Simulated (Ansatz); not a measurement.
Level of theory: Ansatz, DFT PBE, scalar-relativistic, plane waves, PAW. All cells share a 420 eV cutoff and Γ-centred k meshes spaced at most about 0.3 Å⁻¹ (about 0.25 or finer for metals, 2π included). No spin polarisation.

All energies are static (0 K, no zero-point motion). Both are relaxed sheets, periodic along a and b.

Compare these two cells of Ba, each relaxed at this level.

A.

```
Ba
1.0
    10.59886    0.00000    0.00000
     0.00000   10.59886    0.00000
     0.00000    0.00000   23.80000
Ba
4
Direct
  0.28106 0.00000 0.29412
  0.71894 0.00000 0.29412
  0.00000 0.71894 0.29412
  0.00000 0.28106 0.29412
```

B.

```
Ba
1.0
     4.20400    0.00000    0.00000
     0.00000    4.20902    0.00000
     0.00000    0.00000   23.80000
Ba
1
Direct
  0.00000 0.00000 0.29412
```

Problem. Which is lower in energy, and by how much?

Solution. B is lower, by 0.37 eV/atom. A has layer group p4/mmm (No. 61), 28.1 Å²/atom and no gap on its mesh; B has layer group p4/mmm (No. 61), 17.7 Å²/atom and no gap. Counting all near atoms (those within 1.25 times the shortest distance at each site; a plus sign parts nearer from farther groups), A has Ba 2+1 and B has Ba 4. Both come from invented guesses.

Cells relaxed within their symmetry can be saddle points.
